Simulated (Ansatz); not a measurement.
# In in Ansatz: reference runs

Reference runs on In: the cell as given.

Everything below comes from runs of Ansatz 0.2.0. Logs are shortened: lines on timing, memory, paths and dates and some standing lists are left out, and cuts for length are marked.

## Step 1: The cell of the first run

The cell holds a slab with vacuum, 7 atoms: a = 3.364 Å, b = 3.364 Å, c = 31.200 Å, α = 90.00°, β = 90.00°, γ = 120.00°.

## Step 2: Single point, PBE (the (0 0 1) slab of In, cut from the database cell, not relaxed)

Input file input.yaml:

```yaml
crystal:
  lattice:
    - [3.363843863, 0.0, 0.0]
    - [-1.6819219315, 2.9131742397, 0.0]
    - [0.0, 0.0, 31.19956254]
  atoms:
    - { symbol: In, position: [0.33333333, 0.66666666, 0.2403879859] }
    - { symbol: In, position: [0.0, 0.0, 0.3269253239] }
    - { symbol: In, position: [0.66666667, 0.33333334, 0.413462662] }
    - { symbol: In, position: [0.0, 0.0, 0.5] }
    - { symbol: In, position: [0.33333333, 0.66666666, 0.586537338] }
    - { symbol: In, position: [0.0, 0.0, 0.6730746761] }
    - { symbol: In, position: [0.66666667, 0.33333334, 0.7596120141] }
hamiltonian:
  xc: pbe
  pseudopotentials: { kind: paw }
kpoints:
  mp_grid: { grid: [9, 9, 1] }
scf:
  occupations: { method: fermi_dirac, width: 0.05 }
output:
  forces: true
  eigenvalues: true
efield:
  axis: 3
  dipole_correction: true
  ramp_width: 0.04
```

Potentials or basis: Ansatz PAW.

The run is started by

```sh
$ ansatz run input.yaml --threads 4 --pin off --max-ram 11264MiB --backend cpu --events-out ev --progress --plain --runs-dir out
```

Output:

```text
Warning: RAYON_NUM_THREADS=4 ignored (pool sized by the plan → 4); use --threads N
Engine: ansatz 0.2.0, aarch64-unknown-linux-gnu
Pseudopotentials: kind: paw
Pseudopotential: In, paw, valence charge 13, recommended cutoff 420 eV (normal), In.paw.azcp
Functional definition: PBE
  parameter kappa = 0.804
  parameter beta = 0.06672455060314922
  exchange = pbe_x(kappa = kappa, mu = beta*pi^2/3)
  correlation = pbe_c(beta = beta)
Crystal: 7 atoms, lattice volume = 305.739 Å³
Basis set: ecut = 420 eV, 6045 PW (Γ), exchange–correlation on 48×48×432 points (8 copies of the dense FFT grid, shifted against one another)
Bands: 55, of which v1, the nominal top of the filled ones, is band 46 counted from 1 (45 counted from 0)
Symmetry: 6 space group operations
k-points: 12 of 81 (time reversal used)
Non-local potential: In, projectors of the file, l = 0: 2, l = 1: 2, l = 2: 2, l = 3: 2
PAW form: soft (Blöchl's): semilocal exchange-correlation on the pseudo side does not see the compensation charge
PAW one-centre angular grid: In, 590 points (default); XC on 64 Gauss nodes
Initial density: superposition of atomic densities (neutral atoms: chi_scale 0, normalization atom), corrected by the library's trained network
Initial wavefunctions: pseudopotential atomic-orbital guess
Functional: x = pbe(κ = 0.804, μ = 0.2195149727645171), c = pbe(β = 0.06672455060314922)
SCF iter   1: F=—  HF=-39184.466547 eV  |F-HF|=—  |Δ(HF+E_count)|=         —  Δρ=1.71e-3  dr2=1.88e-1  ethr=1.77e-3  p=0.000 e·Å  D=1.31e-13 V/Å  ΔV_dip=-0.00 eV  dr2_dipole=9.68e-8  V_vac-E_F(+/−)=3.78/3.78 eV  ⟨swp⟩=6.9  Hψ=2518  notcnv=0  defer=1
efield: sawtooth ramp at fractional position 0.9800 (placed from the atoms, in the widest stretch of the axis that holds none; the zero of the levels goes with the place), width 0.0400; the density the first Hamiltonian is built on has a dipole p = 0.000 e·Å; the dipole correction subtracts the counter field D = 1.31e-13 V/Å, which shifts the + side's vacuum level by -0.00 eV against the − side's; the planar-averaged density in the ramp window peaks in size at 6.3e-5 e/Å³
preconditioner: auto → LDOS  [metal: Δε(μ)=0.070 eV  Ē_g=14.645 eV  σ=0.050 eV  W_gap=0.31  n_scr=52 (ndim 8)  ℏωp=20.3 eV  f_vac=0.363  D(μ)=5.67/eV (n_scr^D=18)  β→1.0]
SCF iter   2: F=—  HF=-39184.449434 eV  |F-HF|=—  |Δ(HF+E_count)|=   1.71e-2  Δρ=9.33e-4  dr2=2.24e-2  ethr=2.06e-4  p=0.000 e·Å  D=1.63e-5 V/Å  ΔV_dip=-0.00 eV  dr2_dipole=2.43e-10  V_vac-E_F(+/−)=3.72/3.72 eV  ⟨swp⟩=1.9  Hψ=814  notcnv=0  defer=18
SCF iter   3: F=—  HF=-39184.448547 eV  |F-HF|=—  |Δ(HF+E_count)|=   8.88e-4  Δρ=1.13e-3  dr2=3.83e-3  ethr=2.46e-5  p=-0.000 e·Å  D=-4.54e-6 V/Å  ΔV_dip=0.00 eV  dr2_dipole=5.70e-7  V_vac-E_F(+/−)=3.73/3.73 eV  ⟨swp⟩=2.1  Hψ=1227  notcnv=0  defer=18
[... 15 lines left out ...]
Work function:   Φ+ = 3.7320 eV   Φ− = 3.7319 eV
Levels:          The Fermi level and band energies are counted from a zero that moves with the ramp; work functions are not
--- Per-component energies (eV) ---
  E_band       = -670.703356
  E_kinetic    = 1687.004512
  E_local      = -70817.778970  (includes V_loc(G=0)·N_el)
  E_nonlocal   = 2562.128751
  E_hartree    = 34343.537116
  E_xc         = -1510.919453
  E_vxc        = -698.221731  (∫ρ·V_xc dr)
  E_paw        = -29063.840198  (= ΣΔE_a)
  E_vpaw       = -2090.910573  (= ΣTr[D̂ρ^β])
  E_aug_tail   = 0.000176  (compensation charges beyond the density's cutoff)
  E_efield     = 0.000000  (sawtooth field / dipole correction)
  E_vefield    = 0.000000  (∫n·V_field dr)
  E_ewald      = 23615.464559
  E_smearing   = -0.043595  (= −TS)
  E_closure    = 0.000000  (closes the sum)
  Σ components = -39184.447103   (vs F -39184.447103, Δ=0.00e0)
--- Forces (eV/Å), atoms counted from 1 ---
  atom   1  In     0.00000000    -0.00000000    -0.13253387
  atom   2  In     0.00000000    -0.00000000     0.14343517
  atom   3  In    -0.00000000     0.00000000    -0.08277763
  atom   4  In     0.00000000    -0.00000000     0.00000002
  atom   5  In     0.00000000    -0.00000000     0.08277782
  atom   6  In    -0.00000000     0.00000000    -0.14343569
  atom   7  In    -0.00000000     0.00000000     0.13253415
  max |Σ_I F_I| component: 1.09e-8 eV/Å
--- Band table (eV; the first three rows and the last of 12) ---
  k-point 0: bands = ["-10.0411", "-10.0400", "-10.0095", "-10.0022", "-9.9956", "-9.9803", "-9.9803", "-9.9761", "-9.9761", "-9.9480", "-9.9480", "-9.9433", "-9.9433", "-9.9375", "-9.9375", "-9.9351", "-9.9296", "-9.9073", "-9.9073", "-9.8877", "-9.8877", "-9.8354", "-9.8354", "-9.8193", "-9.8193", "-9.7893", "-9.7893", "-9.7624", "-9.7624", "-9.7273", "-9.7273", "-9.6804", "-9.6804", "-9.6433", "-9.6433", "-4.7012", "-4.4263", "-3.9424", "-3.2165", "-2.3311", "-1.2687", "-0.1192", "1.9068", "3.2869", "4.9223", "6.5628", "7.8282", "8.1935", "9.3346", "9.4687", "11.3805", "11.4251", "12.8265", "12.8265", "13.0410"]
  k-point 1: bands = ["-10.0325", "-10.0321", "-10.0054", "-10.0013", "-9.9933", "-9.9737", "-9.9730", "-9.9644", "-9.9545", "-9.9504", "-9.9495", "-9.9477", "-9.9218", "-9.9203", "-9.9192", "-9.9093", "-9.9078", "-9.8948", "-9.8856", "-9.8832", "-9.8623", "-9.8548", "-9.8408", "-9.8296", "-9.8158", "-9.7986", "-9.7888", "-9.7710", "-9.7618", "-9.7420", "-9.7248", "-9.6994", "-9.6784", "-9.6690", "-9.6408", "-4.4649", "-4.1889", "-3.7040", "-2.9782", "-2.0956", "-1.0400", "0.0941", "2.1692", "3.5240", "5.1429", "6.7713", "8.0365", "8.4095", "9.5318", "9.6783", "10.4425", "10.6978", "11.1385", "11.5434", "11.5942"]
  k-point 2: bands = ["-10.0668", "-10.0664", "-10.0340", "-10.0057", "-9.9950", "-9.9747", "-9.9720", "-9.9608", "-9.9439", "-9.9337", "-9.9285", "-9.9233", "-9.9156", "-9.8966", "-9.8921", "-9.8784", "-9.8759", "-9.8748", "-9.8577", "-9.8465", "-9.8254", "-9.8116", "-9.8067", "-9.8040", "-9.7996", "-9.7763", "-9.7744", "-9.7690", "-9.7490", "-9.7419", "-9.7294", "-9.7123", "-9.7094", "-9.6738", "-9.6354", "-3.7485", "-3.4708", "-2.9848", "-2.2614", "-1.3882", "-0.3527", "0.7399", "2.9319", "4.2139", "5.7657", "7.1638", "7.2972", "7.4544", "7.9810", "8.3398", "8.8619", "9.0434", "9.3361", "10.0806", "10.2579"]
  k-point 11: bands = ["-10.0530", "-10.0530", "-10.0334", "-10.0334", "-10.0074", "-9.9984", "-9.9633", "-9.9633", "-9.9511", "-9.8993", "-9.8993", "-9.8763", "-9.8711", "-9.8711", "-9.8556", "-9.8418", "-9.8418", "-9.8251", "-9.8183", "-9.8183", "-9.8125", "-9.7951", "-9.7951", "-9.7839", "-9.7684", "-9.7684", "-9.7501", "-9.7501", "-9.7065", "-9.7065", "-9.6816", "-9.6802", "-9.6537", "-9.6390", "-9.6390", "1.2917", "1.5375", "1.5780", "1.5780", "1.8614", "1.8614", "1.9122", "3.1869", "3.1869", "3.4890", "3.7508", "3.7508", "4.1631", "4.5329", "4.5329", "5.1653", "5.4027", "5.4027", "6.2686", "6.4110"]
```

Run time: 4.5 s. Hardware: 4 threads of Arm Neoverse V1, shared host; peak memory 0.69 GiB.

What came out:

- Free energy: -39184.4471 eV
- Largest force: 0.143 eV/Å
- Band gap on the k mesh: none (metal or under the smearing width)
- Work function of the upper face: 3.73 eV
- Work function of the lower face: 3.73 eV
- Dipole across the slab: 0.000 e·Å

Forces in eV/Å, atoms in the order of the input:
```
In   0.000  0.000 -0.133
In   0.000  0.000  0.143
In   0.000  0.000 -0.083
In   0.000  0.000  0.000
In   0.000  0.000  0.083
In   0.000  0.000 -0.143
In   0.000  0.000  0.133
```
